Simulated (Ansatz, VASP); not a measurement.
**One calculation of SrO, two programs**

```xyz
4
Lattice="3.4905 0.0000 0.0000 -1.7452 3.0229 0.0000 0.0000 0.0000 6.1274" Properties=species:S:1:pos:R:3 pbc="T T T"
Sr    0.0000    0.0000    0.0000
Sr    0.0000    0.0000    3.0637
O     0.0000    2.0152    1.5319
O     1.7452    1.0076    4.5956
```

Alike in both runs: task single point; functional r2SCAN; k mesh 9 × 9 × 4; no spin polarisation.

|  | VASP | Ansatz |
| --- | --- | --- |
| version | VASP 6.6.1 | Ansatz 0.2.0 |
| potentials or method | VASP PAW PBE potentials, release 64 (Sr_sv, O) | plane waves, PAW |
| plane-wave cutoff (eV) | 520 | 500 |
| occupations | gaussian, width 0.01 eV | fixed |
| valence electrons in the cell | 32 | 32 |

|  | VASP | Ansatz | Ansatz less VASP |
| --- | --- | --- | --- |
| gap on the k mesh at the Fermi level (eV) | 4.01 | 4.04 | +0.027 |
| pressure (GPa) | 7.2 | 6.4 | -0.77 |
| largest component of the traceless stress (GPa) | 0.63 | 0.50 | -0.129 |

Caveats: the PAW data sets were made with another functional, which shifts forces and pressure a little (VASP); an odd mesh through Γ misses points on the zone boundary, where band edges often lie. r2SCAN opens gaps a little over a GGA but as a rule still falls short of measured ones.
